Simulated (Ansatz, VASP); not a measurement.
Two plane-wave programs on GaO

INCAR

```
ALGO = Normal ; EDIFF = 1E-6
EDIFFG = -0.01 ; ENCUT = 600
GGA = PE ; IBRION = 2
ISIF = 3 ; ISMEAR = 0
LASPH = T ; LCHARG = F
LREAL = F ; LWAVE = F
NELM = 80 ; NSW = 100
PREC = Accurate ; SIGMA = 0.1
```

File KPOINTS:

```
k-points
0
Gamma
  20 20 20
```

POSCAR

```
GaO
1.0
    0.0000000000      2.4307812744      2.4307812744
    2.4307812744      0.0000000000      2.4307812744
    2.4307812744      2.4307812744      0.0000000000
Ga O
1 1
Direct
    0.0000000000      0.0000000000      0.0000000000
    0.2500000000      0.2500000000      0.2500000000
```

Input for Ansatz:

```yaml
crystal:
  lattice:
    - [0.0, 2.4307812744, 2.4307812744]
    - [2.4307812744, 0.0, 2.4307812744]
    - [2.4307812744, 2.4307812744, 0.0]
  atoms:
    - { symbol: Ga, position: [0.0, 0.0, 0.0] }
    - { symbol: O, position: [0.25, 0.25, 0.25] }
basis:
  ecutwfc: 420
kpoints:
  mp_grid: { grid: [20, 20, 20] }
hamiltonian:
  xc: pbe
scf:
  occupations: { method: gaussian, width: 0.1 }
output:
  forces: true
  stress: true
  eigenvalues: true
relax:
  adjacent_minimum: "off"
  f_tol: 0.01
  max_steps: 80
  cell: { stress_tol: 0.05 }
```

Change from the starting cell: species swapped into the CuCl type (F-43m, No. 216).

Alike in both runs: task relaxation of cell and atoms; functional PBE; k mesh 20 × 20 × 20; occupations gaussian, width 0.1 eV; no spin polarisation.

|  | VASP | Ansatz |
| --- | --- | --- |
| version | VASP 6.6.1 | Ansatz 0.2.0 |
| potentials or method | VASP PAW PBE potentials, release 64 (Ga_d, O) | scalar-relativistic, plane waves, PAW |
| plane-wave cutoff (eV) | 600 | 420 |
| valence electrons in the cell | 19 | 19 |

VASP gave:

| Quantity | Value |
| --- | --- |
| gap on the k mesh at the Fermi level, each at its own relaxed structure (eV) | none |
| relaxed volume (Å³/atom) | 14.31 |
| relaxed cell length with the largest relative difference (Å) | 3.433 |

Question: Which values does Ansatz return?

Answer: gap on the k mesh at the Fermi level, each at its own relaxed structure (eV): none; relaxed volume (Å³/atom): 14.26; relaxed cell length with the largest relative difference (Å): 3.429.

A gap of «none» marks a metal or a gap that the smearing closes.

Caveats: an odd number of electrons without spin polarisation forces a metal; a magnetic or distorted state may lie lower.
